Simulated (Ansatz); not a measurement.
Method: Ansatz, DFT PBE, scalar-relativistic, plane waves, PAW. Settings: cutoff 420 eV, Γ-centred meshes spaced at most about 0.3 Å⁻¹, and about 0.25 Å⁻¹ or finer for metals (2π included), Gaussian smearing. No spin polarisation in the final relaxations.

Temperature and zero-point effects are left out.

Compare these two cells of GaSb, each relaxed at this level.

A. Space group F-43m (No. 216), cubic, a = 6.214 Å. Around Ga lie 4 Sb at 2.69 Å; Sb has 4 Ga at 2.69 Å.

B. Space group P4/nmm (No. 129), tetragonal, a = 4.547 Å, c = 4.990 Å. Ga is surrounded by 4 Sb at 2.84 Å and 4 Ga at 3.22 Å; Sb has 4 Ga at 2.84 Å.

Problem. Which would you expect to be lower, and how large is the difference?

Solution. A is lower, by 184 meV/atom. A has the zinc blende type, space group F-43m (No. 216), 30.0 Å³/atom and no gap on its mesh; B has the anti-litharge type, space group P4/nmm (No. 129), 25.8 Å³/atom and no gap. Origin: A is a cell as deposited in COD, relaxed; B was invented.

Weakly bound directions are ill-defined at this level, which has no dispersion term (P4/nmm), and this can change margins and order among such cells. Spin–orbit coupling, which can matter for Sb, is left out. The zero gap of F-43m may come from the functional, which often closes small gaps. With atoms moved at random, F-43m came back. Other cells relaxed within their symmetry can be saddle points.
